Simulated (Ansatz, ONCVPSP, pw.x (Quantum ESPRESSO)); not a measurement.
## palladium (Pd): does the ONCV potential hold in the solid?

ONCVPSP 4.0.1 input, shortened (lines: element, Z, core and valence counts, functional; n l f; lmax; l rc ep ncon nbas qcut; lloc lpopt rc5 dvloc0; l nproj debl; icmod fcfact rcfact), PBEsol, scalar-relativistic:

```
  Pd 46.00    6    3  -116133      upf
    1    0    2.00
    2    0    2.00
    2    1    6.00
    3    0    2.00
    3    1    6.00
    3    2   10.00
    4    0    2.00
    4    1    6.00
    4    2    9.00
    2
    0    1.50    0.00    3    7   10.20
    1    1.60    0.00    4    8    8.80
    2    1.30    0.00    3    8    8.80
    4    4    1.00    0.00
    0    2    2.30
    1    2    3.90
    2    2    3.00
    0    0.00    0.00
```

In the s channel the program set the typed energies aside and used -3.550, 0.250 Ha.

Atomic tests: cutoffs needed: 33 Ha and 39 Ha (the cutoffs (Ha) at which the residual kinetic energy of the hardest occupied pseudo-wave falls to 1 and 0.1 mHa per electron); ghost test: no bound ghost flagged; GHOST(+) flagged for s at 296.5 eV; largest excitation error: -75 meV (all-electron minus pseudo) for 4s2 4p5 4d10, out of 4 test configurations.

Crystal test: fcc Pd in pw.x 7.5, no spin, 15³ k-points, Fermi–Dirac smearing 0.01 Ry, cutoffs 90/360 Ry. The reference is all-electron LAPW (Ansatz 0.2.0) with the same functional, mesh and smearing; V0 and B0 come from Birch–Murnaghan fits to the pressures at five volumes. Errors are pseudo minus all-electron; Δ is the rms difference of the E(V) curves that follow from these fits, minima aligned, over ±6 % about the mean V0. Mesh and smearing are coarse, so the numbers serve the comparison and aren't converged zero-temperature values; the lattice is a test structure that the element need not adopt.

All-electron: a0 = 3.878 Å (V0 = 14.59 Å³/atom), B0 = 202.2 GPa.

**Question.** How far does the potential miss the all-electron equation of state?

**Answer.** mean pressure error (GPa): -0.34; a0 (Å): 3.876; a0 error (%): -0.06; B0 error (%): +1.1; Δ (meV/atom): 1.1.

| V (Å³/atom) | P all-electron (GPa) | P pseudo (GPa) |
| --- | --- | --- |
| 13.897 | 11.16 | 10.85 |
| 14.262 | 4.81 | 4.48 |
| 14.628 | -0.59 | -0.93 |
| 14.994 | -5.18 | -5.53 |
| 15.359 | -9.08 | -9.42 |

**Question.** At the middle volume, how do free energy and pressure move when the wave cutoff is lowered (ecutrho kept at four times it)?

**Answer.**

```json
{"cutoff (Ry)": "40", "shift of F (meV/atom)": "+7539.1", "shift of P (GPa)": "-290.61"}
{"cutoff (Ry)": "54", "shift of F (meV/atom)": "+996.3", "shift of P (GPa)": "-63.07"}
{"cutoff (Ry)": "72", "shift of F (meV/atom)": "+32.1", "shift of P (GPa)": "-3.84"}
```

The 8 pw.x runs together took about 1.9 min on one core of a shared server CPU.
